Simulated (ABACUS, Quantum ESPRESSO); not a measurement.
**Sc: programs and potentials compared**

```
Sc
1.0
     3.30900    0.00000    0.00000
    -1.65450    2.86568    0.00000
     0.00000    0.00000    5.27330
Sc
2
Direct
  0.66667 0.33333 0.75000
  0.33333 0.66667 0.25000
```

Alike in all runs: task single point; functional PBE; k mesh 6 × 6 × 4; occupations fermi-dirac, width 0.05 eV; no spin polarisation; no spin-orbit coupling. Pressure is positive in compression and, in plane waves, holds the error of the finite cutoff.

```csv
program and potentials,plane-wave cutoff (eV),notes,band gap (eV),pressure (GPa)
"ABACUS, GBRV ultrasoft 1.5 PBE, plane waves",544,-,no gap,-0.96
"Quantum ESPRESSO, SG15 PBE 1.2",952,-,no gap,-0.75
"ABACUS, PseudoDojo NC SR 0.4.1 PBE standard, plane waves",1075,-,no gap,-0.82
"ABACUS, SPMS ONCV 1.0 PBE, plane waves",1075,-,?,?
"ABACUS, SG15 ONCV 1.2 PBE, plane waves",1075,-,no gap,-0.75
```

Problem. Estimate from the other rows what the run with ABACUS, SPMS ONCV 1.0 PBE, plane waves gave.

Solution. No band gap; pressure -0.78 GPa. The other rows, which needn't bracket it: pressure -0.96 to -0.75.
